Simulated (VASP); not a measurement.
# ZnS (F-43m) in VASP: band structure with PBE

Aim: the band structure of ZnS with PBE.

Everything below comes from runs of VASP 6.6.1. Logs are shortened: lines on timing, memory, paths and dates and some standing lists are left out, and cuts for length are marked.

**Experimental background.**

From “Electronic, vibrational, and thermodynamic properties of ZnS (zincblende and rocksalt structure)”, 2009, arxiv:0911.5022, for a bulk crystal of ZnS at 19 K: band gap 3.85 eV (direct).

The results are compared with them further down.

## 1. The crystal as given

Symmetry: F-43m, No. 216, cubic system. Conventional cell: a = 5.444 Å, b = 5.444 Å, c = 5.444 Å, α = 90.00°, β = 90.00°, γ = 90.00°. Zn (site symmetry -43m) is surrounded by 4 S at 2.36 Å. S (site symmetry -43m) has 4 Zn at 2.36 Å as nearest neighbours.

## 2. Band structure, PBE

Input file INCAR:

```
PREC = Accurate ; ENCUT = 520
EDIFF = 1E-6 ; ISMEAR = 0
SIGMA = 0.02 ; LREAL = False
LASPH = True ; NELM = 100
ALGO = Normal ; ISIF = 2
LWAVE = False ; LCHARG = False
GGA = PE
```

Input file KPOINTS:

```
regular mesh
0
Gamma
  10 10 10
```

Input file POSCAR:

```
ZnS
1.0
    0.0000000000      2.7217980000      2.7217980000
    2.7217980000      0.0000000000      2.7217980000
    2.7217980000      2.7217980000      0.0000000000
Zn S
1 1
Direct
    0.2500000000      0.2500000000      0.2500000000
    0.0000000000      0.0000000000      0.0000000000
```

Input file KPOINTS_OPT:

```
path GXWKGLUWLK,UX
10
line-mode
reciprocal
 0.0000000000  0.0000000000  0.0000000000  G
 0.5000000000  0.0000000000  0.5000000000  X

 0.5000000000  0.0000000000  0.5000000000  X
 0.5000000000  0.2500000000  0.7500000000  W

 0.5000000000  0.2500000000  0.7500000000  W
 0.3750000000  0.3750000000  0.7500000000  K

 0.3750000000  0.3750000000  0.7500000000  K
 0.0000000000  0.0000000000  0.0000000000  G

 0.0000000000  0.0000000000  0.0000000000  G
 0.5000000000  0.5000000000  0.5000000000  L

 0.5000000000  0.5000000000  0.5000000000  L
 0.6250000000  0.2500000000  0.6250000000  U

 0.6250000000  0.2500000000  0.6250000000  U
 0.5000000000  0.2500000000  0.7500000000  W

 0.5000000000  0.2500000000  0.7500000000  W
 0.5000000000  0.5000000000  0.5000000000  L

 0.5000000000  0.5000000000  0.5000000000  L
 0.3750000000  0.3750000000  0.7500000000  K

 0.6250000000  0.2500000000  0.6250000000  U
 0.5000000000  0.0000000000  0.5000000000  X
```

Potentials or basis: VASP PAW PBE potentials, release 64 (Zn, S).

Run with:

```bash
> cat potpaw_PBE.64/Zn/POTCAR potpaw_PBE.64/S/POTCAR > POTCAR
> mpirun -np 1 vasp_std > vasp.out
```

OUTCAR:

```text
PREC = Accurate
   ENCUT = 520
   EDIFF = 1E-6
   ISMEAR = 0
   LREAL = False
   LASPH = True
   NELM = 100
   ISIF = 2
   GGA = PE

 ion  position               nearest neighbor table
   1  0.250  0.250  0.250-   2 2.36   2 2.36   2 2.36   2 2.36
   2  0.000  0.000  0.000-   1 2.36   1 2.36   1 2.36   1 2.36

  LATTYP: Found a face centered cubic cell.
 ALAT       =     5.4435960000

  Lattice vectors:

 A1 = (   0.0000000000,   2.7217980000,   2.7217980000)
 A2 = (   2.7217980000,   0.0000000000,   2.7217980000)
 A3 = (   2.7217980000,   2.7217980000,   0.0000000000)

Analysis of symmetry for initial positions (statically):
=====================================================================
 Subroutine PRICEL returns:
 Original cell was already a primitive cell.

 Routine SETGRP: Setting up the symmetry group for a
 face centered cubic supercell.

 Subroutine GETGRP returns: Found 24 space group operations
 (whereof 24 operations were pure point group operations)
 out of a pool of 48 trial point group operations.

The static configuration has the point symmetry T_d .

Analysis of symmetry for dynamics (positions and initial velocities):
=====================================================================
 Subroutine PRICEL returns:
 Original cell was already a primitive cell.

 Routine SETGRP: Setting up the symmetry group for a
 face centered cubic supercell.

 Subroutine GETGRP returns: Found 24 space group operations
 (whereof 24 operations were pure point group operations)
 out of a pool of 48 trial point group operations.

The dynamic configuration has the point symmetry T_d .

 Subroutine INISYM returns: Found 24 space group operations
 (whereof 24 operations are pure point group operations),
 and found     1 'primitive' translations

----------------------------------------------------------------------------------------

                                     Primitive cell

  volume of cell :      40.3272

  direct lattice vectors                    reciprocal lattice vectors
     0.000000000  2.721798000  2.721798000    -0.183702097  0.183702097  0.183702097
     2.721798000  0.000000000  2.721798000     0.183702097 -0.183702097  0.183702097
     2.721798000  2.721798000  0.000000000     0.183702097  0.183702097 -0.183702097

  length of vectors
     3.849203646  3.849203646  3.849203646     0.318181365  0.318181365  0.318181365

  position of ions in fractional coordinates (direct lattice)
[... 90 lines left out ...]
   NELECT =      18.0000    total number of electrons
   NUPDOWN=      -1.0000    fix difference up-down
   EMIN   =  10.00;   EMAX   =-10.00  energy-range for DOS
   EFERMI =   0.00;   METHOD = LEGACY
   ISMEAR =     0;   SIGMA  =   0.02  broadening in eV -4-tet -1-fermi 0-gaus
   EFERMI_NEDOS =   21; number of points for ismear=-14 and -15
   IALGO  =     38    algorithm
   IMIX   =      4    mixing-type and parameters
     AMIX     =   0.40;   BMIX     =  1.00
     AMIX_MAG =   1.60;   BMIX_MAG =  1.00
  volume/ion in A,a.u.               =      20.16       136.07
  Fermi-wavevector in a.u.,A,eV,Ry     =   1.251122  2.364278 21.297296  1.565307
  Thomas-Fermi vector in A             =   2.385085
   LORBIT       =      0    0 simple, 1 ext, 2 COOP (PROOUT), +10 PAW based schemes
   GGA     = PE    functional components
   LHFCALC =     F    Hartree Fock is set to
   AEXX    =    0.0000 exact exchange contribution
   IVDW    =     0    specifies the selected vdW correction
   LEPSILON=     F    determine dielectric tensor
   LRPA    =     F    only Hartree local field effects (RPA)
 non-spin polarized calculation
 Gauss-broadening in eV      SIGMA  =   0.02
  energy-cutoff  :      520.00
  volume of cell :       40.33
 maximum number of plane-waves:      1106
 NGX is ok and might be reduce to    30
   NGX = 15   NGY = 15   NGZ = 15

 number of electron      18.0000008 magnetization

 Free energy of the ion-electron system (eV)
  ---------------------------------------------------
  ext. energy  EPLUGINS =         0.00000000
  ---------------------------------------------------
  free energy    TOTEN  =        -6.85260136 eV

  energy without entropy =       -6.85260136  energy(sigma->0) =       -6.85260136

 E-fermi :   2.0536     XC(G=0):  -9.5273

 val. band max:        1.9049273703   @ k =   0.0000   0.0000   0.0000
 cond. band min:       3.9239876966   @ k =   0.0000   0.0000   0.0000
 fundamental gap:      2.0190603263
 Fermi energy:         2.0535793318

 k-point     1 :       0.0000    0.0000    0.0000
  band No.  band energies     occupation
      1     -11.0851      2.00000
      2      -4.3491      2.00000
      3      -4.3491      2.00000
      4      -4.3491      2.00000
      5      -3.8765      2.00000
      6      -3.8765      2.00000
      7       1.9049      2.00000
      8       1.9049      2.00000
      9       1.9049      2.00000
     10       3.9240      0.00000
     11       8.3155      0.00000
     12       8.3155      0.00000
     13       8.3155      0.00000
[... 354 lines left out ...]
  band No.  band energies     occupation
      1     -10.1665      2.00000
      2      -4.3500      2.00000
      3      -4.1154      2.00000
      4      -4.1057      2.00000
      5      -3.8499      2.00000
      6      -3.8228      2.00000
      7      -1.7872      2.00000
      8      -0.0077      2.00000
      9       0.1951      2.00000
     10       6.0009      0.00000
     11       6.5735      0.00000
     12      10.6238      0.00000
     13      11.5690      0.00000

 [... further k-points ...]

------------------------ aborting loop because EDIFF is reached ----------------------------------------

  FORCE on cell =-STRESS in cart. coord.  units (eV):
  Direction    XX          YY          ZZ          XY          YZ          ZX
  --------------------------------------------------------------------------------------
  -------------------------------------------------------------------------------------
  Total        0.0348193      0.0348193      0.0348193      0.0000000      0.0000000      0.0000000
  in kB        1.3833514      1.3833514      1.3833514      0.0000000      0.0000000      0.0000000
  external PRESSURE =       1.3833514 kB  Pullay stress =       0.0000000 kB

 VOLUME and BASIS-vectors are now :
 -----------------------------------------------------------------------------
  energy-cutoff  :      520.00
  volume of cell :       40.33
      direct lattice vectors                 reciprocal lattice vectors
     0.000000000  2.721798000  2.721798000    -0.183702097  0.183702097  0.183702097
     2.721798000  0.000000000  2.721798000     0.183702097 -0.183702097  0.183702097
     2.721798000  2.721798000  0.000000000     0.183702097  0.183702097 -0.183702097

 POSITION                                       TOTAL-FORCE (eV/Angst)
 -----------------------------------------------------------------------------------
      1.36090      1.36090      1.36090         0.000000     -0.000000     -0.000000
      0.00000      0.00000      0.00000        -0.000000      0.000000      0.000000
 -----------------------------------------------------------------------------------
    total drift:                                0.000000      0.000000      0.000000

  FREE ENERGIE OF THE ION-ELECTRON SYSTEM (eV)
  ---------------------------------------------------
  free  energy   TOTEN  =        -6.8526013552 eV

  energy  without entropy=       -6.8526013552  energy(sigma->0) =       -6.85260136
```

OSZICAR:

```text
N       E                     dE             d eps       ncg     rms          rms(c)
DAV:   1     0.805094716706E+02    0.80509E+02   -0.88629E+03  1222   0.163E+03
DAV:   2    -0.145484205628E+01   -0.81964E+02   -0.77704E+02  1302   0.278E+02
DAV:   3    -0.720662482857E+01   -0.57518E+01   -0.57179E+01  1547   0.701E+01
[... 28 lines left out ...]
DAV:   8    -0.305721164001E+04   -0.44705E-06      941
       N       E                     dE             ncg
DAV:   1     0.265275099216E+05   -0.41413E+04      156
DAV:   2     0.260603170058E+05   -0.46719E+03      166
DAV:   3     0.260326450403E+05   -0.27672E+02      211
DAV:   4     0.260323749258E+05   -0.27011E+00      186
DAV:   5     0.260323708890E+05   -0.40368E-02      216
DAV:   6     0.260323708057E+05   -0.83283E-04      211
DAV:   7     0.260323708034E+05   -0.23033E-05      216
DAV:   8     0.260323708034E+05   -0.55610E-07      158
```

stdout:

```text
POSCAR found type information on POSCAR ZnS
 POSCAR found :  2 types and       2 ions
 scaLAPACK will be used
 LDA part: xc-table for (Slater+PW92), standard interpolation
 POSCAR, INCAR and KPOINTS ok, starting setup
 FFT: planning ... GRIDC
 FFT: planning ... GRID_SOFT
 FFT: planning ... GRID
 WAVECAR not read
 entering main loop
 Start KPOINTS_OPT (optional k-point list driver)
k-point batch [1-47\100]
k-point batch [48-94\100]
k-point batch [95-100\100]
```

Wall time 23 s (1 thread of Intel Xeon 6975P-C (Granite Rapids), shared host); peak memory 0.19 GiB.

Results:

```
Free energy             : -6.8526 eV
Pressure                : 0.1 GPa
Band gap on the k mesh  : 2.02 eV, direct
Band gap along the path : 2.02 eV, direct
```

Levels at the corners of the path, in eV from the valence-band top:
```csv
point,band 6,band 7,band 8,band 9,band 10,band 11,band 12,band 13
Γ,-5.78,0.00,0.00,0.00,2.02,6.41,6.41,6.41
X,-5.57,-4.47,-2.14,-2.14,3.46,4.07,10.83,11.82
X,-5.57,-4.47,-2.14,-2.14,3.46,4.07,10.83,11.82
W,-5.40,-4.48,-2.64,-2.63,5.71,5.94,7.83,8.25
W,-5.40,-4.48,-2.64,-2.63,5.71,5.94,7.83,8.25
K,-5.45,-4.51,-3.01,-1.74,4.15,5.92,9.34,9.73
K,-5.45,-4.51,-3.01,-1.74,4.15,5.92,9.34,9.73
Γ,-5.78,0.00,0.00,0.00,2.02,6.41,6.41,6.41
Γ,-5.78,0.00,0.00,0.00,2.02,6.41,6.41,6.41
L,-5.59,-5.15,-0.83,-0.83,3.27,6.94,6.94,8.79
L,-5.59,-5.15,-0.83,-0.83,3.27,6.94,6.94,8.79
U,-5.45,-4.51,-3.01,-1.74,4.15,5.92,9.34,9.73
U,-5.45,-4.51,-3.01,-1.74,4.15,5.92,9.34,9.73
W,-5.40,-4.48,-2.64,-2.63,5.71,5.94,7.83,8.25
W,-5.40,-4.48,-2.64,-2.63,5.71,5.94,7.83,8.25
L,-5.59,-5.15,-0.83,-0.83,3.27,6.94,6.94,8.79
L,-5.59,-5.15,-0.83,-0.83,3.27,6.94,6.94,8.79
K,-5.45,-4.51,-3.01,-1.74,4.15,5.92,9.34,9.73
U,-5.45,-4.51,-3.01,-1.74,4.15,5.92,9.34,9.73
X,-5.57,-4.47,-2.14,-2.14,3.46,4.07,10.83,11.82
```

## 3. Against experiment

Step 2. Measured gap of ZnS: 3.85 eV (direct; 19 K; quoted in “Electronic, vibrational, and thermodynamic properties of ZnS (zincblende and rocksalt structure)”, 2009, arxiv:0911.5022). This calculation gives 2.02 eV (-1.83 eV). The value is that of PBE, without temperature or zero-point motion. Semilocal functionals fall short of measured gaps as a rule.
